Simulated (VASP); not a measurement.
**From VASP inputs to Ansatz: InSb (strained zincblende)**

INCAR

```
ISMEAR = -1
GGA = PE
NELM = 120
LCHARG = .FALSE.
NBANDS = 16
LREAL = .FALSE.
SIGMA = 0.02
IBRION = -1
LWAVE = .FALSE.
NSW = 0
EDIFF = 1E-7
ISIF = 2
LASPH = .TRUE.
ENCUT = 520
PREC = Accurate
```

KPOINTS

```
KPOINTS created by Atomic Simulation Environment
0
Gamma
6 6 6
0 0 0
```

KPOINTS_OPT

```
special points
7
Reciprocal
0.0000000000 0.0000000000 0.0000000000 1
-0.5000000000 -0.5000000000 0.0000000000 1
-0.3750000000 -0.3750000000 0.2500000000 1
-0.3750000000 0.0000000000 0.3750000000 1
0.0000000000 0.0000000000 0.5000000000 1
-0.5000000000 -0.2500000000 0.2500000000 1
-0.0211590000 -0.0211590000 0.0000000000 1
```

POSCAR

```
In Sb
 1.0000000000000000
     0.0000000000000000    3.1811276270000000    3.3754891042000001
     3.1811276270000000    0.0000000000000000    3.3754891042000001
     3.1811276270000000    3.1811276270000000    0.0000000000000000
 In  Sb
   1   1
Cartesian
  0.0000000000000000  0.0000000000000000  0.0000000000000000
  1.5905638135000004  1.5905638135000004  1.6877445521000001
```

VASP ran with the recommended PBE PAW datasets (18 valence electrons in the cell).

Problem. Write an Ansatz input for this cell and level of theory.

Solution. 

```yaml
crystal:
  lattice:
    - [0.0, 3.181127627, 3.3754891042]
    - [3.181127627, 0.0, 3.3754891042]
    - [3.181127627, 3.181127627, 0.0]
  atoms:
    - { symbol: In, position: [0.0, 0.0, 0.0] }
    - { symbol: Sb, position: [0.25, 0.25, 0.25] }
kpoints:
  mp_grid: { grid: [6, 6, 6] }
  band_path:
    path:
      - [0.0, 0.0, 0.0]
      - [-0.5, -0.5, 0.0]
      - [-0.375, -0.375, 0.25]
      - [-0.375, 0.0, 0.375]
      - [0.0, 0.0, 0.5]
      - [-0.5, -0.25, 0.25]
      - [-0.021159, -0.021159, 0.0]
    npoints: 1
hamiltonian:
  xc: pbe
scf:
  occupations: { method: fermi_dirac, width: 0.02 }
  n_extra_bands: 4
output:
  forces: true
  stress: true
  eigenvalues: true
```

Other inputs would serve too.

|  | VASP | Ansatz |
| --- | --- | --- |
| gap between bands v and c | -0.02 eV (bands overlap: a metal) | -0.02 eV (bands overlap: a metal) |
| least direct gap | 0.00 eV | 0.00 eV |
| pressure | 2.9 GPa | 2.9 GPa |

Each program uses its own PAW datasets. VASP's cell holds 18 valence electrons and Ansatz's 28. Ansatz's stress includes a Pulay correction; VASP's doesn't.
